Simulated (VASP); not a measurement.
# Ca (I4/mmm) in VASP: a series of runs, part 2 of 2

VASP 6.6.1.

### Step 4. Single point, LDA

File run.py:

```python
from ase.calculators.vasp import Vasp
from ase.dft.bandgap import bandgap
from ase.io import read

atoms = read('POSCAR')
calc = Vasp(
    directory='calc',
    xc='lda',
    pp='LDA',
    setups='gw',
    prec='Accurate',
    encut=550,
    ediff=1e-06,
    ismear=0,
    sigma=0.05,
    lreal=False,
    lasph=True,
    nelm=100,
    algo='Normal',
    isif=2,
    lwave=False,
    lcharg=False,
    kpts=[9, 9, 9],
    gamma=True,
    nbands=11,
)
atoms.calc = calc

print('energy (eV):', atoms.get_potential_energy())
print('free energy (eV):', atoms.get_potential_energy(force_consistent=True))
print('forces (eV/A):')
print(atoms.get_forces())
print('stress (eV/A^3, Voigt):', atoms.get_stress())
print('Fermi level (eV):', calc.get_fermi_level())
gap, top, bottom = bandgap(calc)
print('band gap (eV):', gap, 'from (spin, k, band)', top, 'to', bottom)
```

File POSCAR:

```
Ca
1.0
   -2.2052049036      2.2052049036      2.1961148100
    2.2052049036     -2.2052049036      2.1961148100
    2.2052049036      2.2052049036     -2.1961148100
Ca
1
Direct
    0.5000000000      0.5000000000      0.0000000000
```

On the command line:

```console
$ python run.py
```

Run time: 30 s. Hardware: 1 thread of Intel Xeon Platinum 8559C (Emerald Rapids), shared host; peak memory 0.16 GiB.

Results (log left out):

```
Free energy            : -7.0406 eV
Pressure               : -2.0 GPa
Band gap on the k mesh : none (metal or under the smearing width)
```

Levels at points of the mesh, in eV from the Fermi level:
```csv
k point,band 3,band 4,band 5,band 6,band 7,band 8
"(0.00, 0.00, 0.00)",-22.88,-22.88,-4.05,2.11,2.13,2.13
```

### Step 5. Single point, PBE

File INCAR:

```
PREC = Accurate
ENCUT = 520
EDIFF = 1E-6
ISMEAR = 0
SIGMA = 0.05
LREAL = False
LASPH = True
NELM = 100
ALGO = Normal
ISIF = 2
LWAVE = False
LCHARG = False
GGA = PE
```

File KPOINTS:

```
Automatic mesh
0
Gamma
  9 9 9
```

File POSCAR:

```
Ca
3.8143
   -0.578141442362      0.578141442362      0.575758280681
    0.578141442362     -0.578141442362      0.575758280681
    0.578141442362      0.578141442362     -0.575758280681
Ca
1
Direct
    0.5000000000      0.5000000000      0.0000000000
```

Potentials or basis: VASP PAW PBE potentials, release 64 (Ca_sv).

On the command line:

```console
$ cat potpaw_PBE.64/Ca_sv/POTCAR > POTCAR
$ mpirun -np 1 vasp_std > vasp.out
```

OUTCAR:

```text
PREC = Accurate
   ENCUT = 520
   EDIFF = 1E-6
   ISMEAR = 0
   LREAL = False
   LASPH = True
   NELM = 100
   ISIF = 2
   GGA = PE

 ion  position               nearest neighbor table
   1  0.500  0.500  0.000-

  LATTYP: Found a body centered tetragonal cell.
 ALAT       =     4.4104098072
 C/A-ratio  =     0.9958778916

  Lattice vectors:

 A1 = (  -2.2052049036,   2.2052049036,   2.1961148100)
 A2 = (   2.2052049036,  -2.2052049036,   2.1961148100)
 A3 = (   2.2052049036,   2.2052049036,  -2.1961148100)

Analysis of symmetry for initial positions (statically):
=====================================================================
 Subroutine PRICEL returns:
 Original cell was already a primitive cell.

 Routine SETGRP: Setting up the symmetry group for a
 body centered tetragonal supercell.

 Subroutine GETGRP returns: Found 16 space group operations
 (whereof 16 operations were pure point group operations)
 out of a pool of 16 trial point group operations.

The static configuration has the point symmetry D_4h.

Analysis of symmetry for dynamics (positions and initial velocities):
[... 189 lines left out ...]
 Fermi energy:         1.9688117280

 k-point     1 :       0.0000    0.0000    0.0000
  band No.  band energies     occupation
      1     -40.1439      2.00000
      2     -21.0606      2.00000
      3     -21.0594      2.00000
      4     -21.0594      2.00000
      5      -2.0888      2.00000
      6       4.2166      0.00000
      7       4.2346      0.00000
      8       4.2346      0.00000
      9       5.2593      0.00000
[... 457 lines left out ...]
 k-point    40 :      -0.1111    0.3333    0.1111
  band No.  band energies     occupation
      1     -40.1321      2.00000
      2     -21.1578      2.00000
      3     -21.0994      2.00000
      4     -21.0720      2.00000
      5      -0.0944      2.00000
      6       2.9790      0.00000
      7       3.6184      0.00000
      8       4.7452      0.00000
      9       5.5075      0.00000

 [... further k-points ...]

------------------------ aborting loop because EDIFF is reached ----------------------------------------

  FORCE on cell =-STRESS in cart. coord.  units (eV):
  Direction    XX          YY          ZZ          XY          YZ          ZX
  --------------------------------------------------------------------------------------
  -------------------------------------------------------------------------------------
  Total       -0.0284366     -0.0284366     -0.0328981      0.0000000     -0.0000000      0.0000000
  in kB       -1.0665345     -1.0665345     -1.2338691      0.0000000     -0.0000000      0.0000000
  external PRESSURE =      -1.1223127 kB  Pullay stress =       0.0000000 kB

 VOLUME and BASIS-vectors are now :
 -----------------------------------------------------------------------------
  energy-cutoff  :      520.00
  volume of cell :       42.72
      direct lattice vectors                 reciprocal lattice vectors
    -2.205204904  2.205204904  2.196114810     0.000000000  0.226736300  0.227674800
     2.205204904 -2.205204904  2.196114810     0.226736300  0.000000000  0.227674800
     2.205204904  2.205204904 -2.196114810     0.226736300  0.226736300  0.000000000

 POSITION                                       TOTAL-FORCE (eV/Angst)
 -----------------------------------------------------------------------------------
      0.00000      0.00000      2.19611        -0.000000     -0.000000     -0.000000
 -----------------------------------------------------------------------------------
    total drift:                                0.000000     -0.000000      0.000000

  FREE ENERGIE OF THE ION-ELECTRON SYSTEM (eV)
  ---------------------------------------------------
  free  energy   TOTEN  =        -1.9109362401 eV

  energy  without entropy=       -1.9080023042  energy(sigma->0) =       -1.90946927
```

OSZICAR:

```text
N       E                     dE             d eps       ncg     rms          rms(c)
DAV:   1     0.644057901058E+02    0.64406E+02   -0.54359E+03  1350   0.981E+02
DAV:   2     0.831707048027E+00   -0.63574E+02   -0.63336E+02  1386   0.230E+02
DAV:   3    -0.174582431451E+01   -0.25775E+01   -0.25698E+01  2285   0.446E+01
DAV:   4    -0.191686425613E+01   -0.17104E+00   -0.17090E+00  1905   0.721E+00
DAV:   5    -0.191875223822E+01   -0.18880E-02   -0.18869E-02  2240   0.762E-01    0.221E+00
DAV:   6    -0.191237209832E+01    0.63801E-02   -0.12207E-02  1835   0.138E+00    0.135E+00
DAV:   7    -0.191132871432E+01    0.10434E-02   -0.17296E-02  1726   0.180E+00    0.975E-02
DAV:   8    -0.191091564970E+01    0.41306E-03   -0.19177E-03  1721   0.475E-01    0.197E-02
DAV:   9    -0.191093601066E+01   -0.20361E-04   -0.93802E-05  2135   0.786E-02    0.607E-03
DAV:  10    -0.191093707239E+01   -0.10617E-05   -0.86535E-06  1969   0.344E-02    0.171E-03
DAV:  11    -0.191093624005E+01    0.83234E-06   -0.41572E-07  1147   0.844E-03
   1 F= -.19109362E+01 E0= -.19094693E+01  d E =-.293394E-02
```

stdout:

```text
POSCAR found type information on POSCAR Ca
 POSCAR found :  1 types and       1 ions
 scaLAPACK will be used
 LDA part: xc-table for (Slater+PW92), standard interpolation
 POSCAR, INCAR and KPOINTS ok, starting setup
 FFT: planning ... GRIDC
 FFT: planning ... GRID_SOFT
 FFT: planning ... GRID
 WAVECAR not read
 entering main loop
```

Wall time 18 s (1 thread of Intel Xeon Platinum 8488C (Sapphire Rapids), shared host); peak memory 0.17 GiB.

Results:

| Item | Value |
| --- | --- |
| Free energy | -1.9109 eV |
| Pressure | -0.1 GPa |
| Band gap on the k mesh | none (metal or under the smearing width) |

Levels at points of the mesh, in eV from the Fermi level:
```
           k point  band 1  band 2  band 3  band 4  band 5  band 6  band 7  band 8  band 9
(0.00, 0.00, 0.00)  -42.11  -23.03  -23.03  -23.03   -4.06    2.25    2.27    2.27    3.29
```

### Step 6. The runs side by side

```tsv
task	level	potentials or basis	cell	cutoff (eV)	smearing	gap on the mesh (eV)	pressure (GPa)
atomic charges	vdW-DF	VASP PAW PBE potentials, release 64 (Ca_sv)	volume scaled by 1.15	520	fermi-dirac 0.02 eV	none	-1.8
single point	LDA	VASP PAW LDA potentials, release 64 (Ca_sv_GW)	as given	550	gaussian 0.05 eV	none	-2.0
single point	PBE	VASP PAW PBE potentials, release 64 (Ca_sv)	as given	520	gaussian 0.05 eV	none	-0.1
```

Alike in all rows: no spin polarisation; k mesh 9 × 9 × 9.

Caveats: the PAW data sets were made with another functional, which shifts forces and pressure a little (some runs).

Absolute energies hang on the potentials; compare differences alone.
